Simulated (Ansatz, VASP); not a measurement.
# AlN in VASP and in Ansatz

The input INCAR:

```
PREC = Accurate
ENCUT = 520
EDIFF = 1E-6
ISMEAR = -1
SIGMA = 0.2
LREAL = F
LASPH = T
NELM = 100
ALGO = Fast
ISIF = 2
LWAVE = F
LCHARG = F
NBANDS = 16
```

The input KPOINTS:

```
Automatic mesh
0
Gamma
  12 12 6
```

POSCAR

```
AlN
1.0
    3.1751760505      0.0183037581     -0.1752145167
   -1.5717365057      2.9774470775      0.3077114097
   -0.2215266266      0.3213316108      4.0951856664
Al N
2 2
Direct
    0.3900769106      0.6924237072      0.7530749914
    0.6645595449      0.3035863511      0.2541139748
    0.3434964907      0.6850291518      0.2438938984
    0.6018670537      0.3189607899      0.7489171354
```

Input for Ansatz:

```yaml
crystal:
  lattice:
    - [3.1751760505, 0.0183037581, -0.1752145167]
    - [-1.5717365057, 2.9774470775, 0.3077114097]
    - [-0.2215266266, 0.3213316108, 4.0951856664]
  atoms:
    - { symbol: Al, position: [0.3900769106, 0.6924237072, 0.7530749914] }
    - { symbol: Al, position: [0.6645595449, 0.3035863511, 0.2541139748] }
    - { symbol: "N", position: [0.3434964907, 0.6850291518, 0.2438938984] }
    - { symbol: "N", position: [0.6018670537, 0.3189607899, 0.7489171354] }
basis:
  ecutwfc: 420
kpoints:
  mp_grid: { grid: [12, 12, 6] }
hamiltonian:
  xc: lda
scf:
  occupations: { method: fermi_dirac, width: 0.2 }
output:
  forces: true
  stress: true
  eigenvalues: true
```

Change from the starting cell: all atoms moved at random (sigma 0.1 Å a component), cell strained at random (sigma 0.05).

Alike in both runs: task single point; functional LDA; k mesh 12 × 12 × 6; occupations fermi-dirac, width 0.2 eV; no spin polarisation.

|  | VASP | Ansatz |
| --- | --- | --- |
| version | VASP 6.6.1 | Ansatz 0.2.0 |
| potentials or method | VASP PAW LDA potentials, release 64 (Al, N) | scalar-relativistic, plane waves, PAW |
| plane-wave cutoff (eV) | 520 | 420 |
| valence electrons in the cell | 16 | 16 |

VASP gave:

```
gap on the k mesh at the Fermi level (eV)       : 1.90
least direct gap on the mesh (eV)               : 1.90
pressure (GPa)                                  : 6.1
largest component of the traceless stress (GPa) : 40.67
rms of the force components (eV/Å)              : 2.127
```

Q: Estimate Ansatz's values.

A: gap on the k mesh at the Fermi level (eV): 1.89; least direct gap on the mesh (eV): 1.89; pressure (GPa): 5.4; largest component of the traceless stress (GPa): 40.76; rms of the force components (eV/Å): 2.084.

Atom by atom the forces differ by 0.045 eV/Å (rms over components).

Caveats: forces of over 1 eV/Å show positions far from the minimum, so gaps and moduli don't describe the material at rest. A k mesh can miss the band edges.
